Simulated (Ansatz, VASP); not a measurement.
**Sb: VASP beside Ansatz**

```
CELL_PARAMETERS angstrom
0.00000 3.40644 3.40644
3.40644 0.00000 3.40644
3.40644 3.40644 0.00000
ATOMIC_POSITIONS crystal
Sb 0.87500 0.87500 0.87500
Sb 0.12500 0.12500 0.12500
```

Change from the starting cell: volume scaled by 1, PAW files.

Alike in both runs: task single point; functional LDA; k mesh 10 × 10 × 10; occupations fermi-dirac, width 0.1 eV; no spin polarisation.

|  | VASP | Ansatz |
| --- | --- | --- |
| version | VASP 6.6.1 | Ansatz 0.2.0 |
| potentials or method | VASP PAW LDA potentials, release 64 (Sb) | PAW with Ansatz's default frozen-core files, scalar-relativistic |
| plane-wave cutoff (eV) | 520 | 420 |
| valence electrons in the cell | 10 | 30 |

```csv
,VASP,Ansatz,Ansatz less VASP
pressure (GPa),0.2,0.0,-0.17
```

The two sets of potentials don't hold the same shells in valence.

The runs have no spin-orbit coupling, so splittings on Sb are missing.
